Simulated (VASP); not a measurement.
Wanted: the native input for a VASP 6.6.1 run.

```yaml
Task: relaxation of cell and atoms
Functional: PBEsol
Potentials_or_basis: VASP PAW PBE potentials, release 64 (Mo_sv)
Cutoff: 600 eV
k_mesh: 16 × 16 × 16
Occupations: methfessel-paxton, width 0.1 eV
Spin: no spin polarisation
Further_INCAR_settings: ALGO = Normal; EDIFF = 1e-07; IBRION = 2; EDIFFG = -0.005; NSW = 90; ISIF = 3
```

The structure of Mo lies in POSCAR:

```
Mo                                      
1.0
   -1.5654746325      1.5654746325      1.5654746325
    1.5654746325     -1.5654746325      1.5654746325
    1.5654746325      1.5654746325     -1.5654746325
  Mo            
     1
Direct
     0.0000000000000000    0.0000000000000000    0.0000000000000000
```

These files were run (other wordings do the same):

INCAR

```
PREC     = Accurate       # precision mode
ENCUT    = 600            # plane-wave cutoff, eV
EDIFF    = 1E-7           # SCF threshold, eV
ISMEAR   = 1              # smearing method
SIGMA    = 0.1            # smearing width, eV
LREAL    = F              # projectors in reciprocal space
LASPH    = T              # aspherical terms in the spheres
NELM     = 80             # most SCF steps
ALGO     = Normal         # electronic algorithm
ISIF     = 3              # what is computed and relaxed
LWAVE    = F              # write WAVECAR
LCHARG   = F              # write CHGCAR
GGA      = PS             # functional
IBRION   = 2              # ionic algorithm
NSW      = 90             # ionic steps
EDIFFG   = -0.005         # ionic threshold
KPAR     = 4
```

KPOINTS

```
Automatic mesh
0
Gamma
  16 16 16
```

Potentials or basis: VASP PAW PBE potentials, release 64 (Mo_sv).

Run with:

```sh
$ cat potpaw_PBE.64/Mo_sv/POTCAR > POTCAR
$ mpirun -np 4 vasp_std > vasp.out
```

Results of the run:

```yaml
Relaxed_volume: 15.34 Å³/atom
Relaxed_cell: a = 2.711 Å, b = 2.711 Å, c = 2.711 Å, α = 109.47°, β = 109.47°, γ = 109.47°
Space_group_after_relaxing_to_0.05_Å: Im-3m (No. 229)
Energy_gained_by_relaxing: 0.0 meV/atom
Ionic_steps: 3
Pressure_after_relaxing: 0.0 GPa
Band_gap_on_the_k_mesh: none (metal or under the smearing width)
```

Caveat: the PAW data sets were made with another functional, which shifts forces and pressure a little.

Wall time 6.1 s on 4 MPI ranks on Intel(R) Xeon(R) 6975P-C (Granite Rapids) (shared host), peak memory 0.15 GiB a rank.
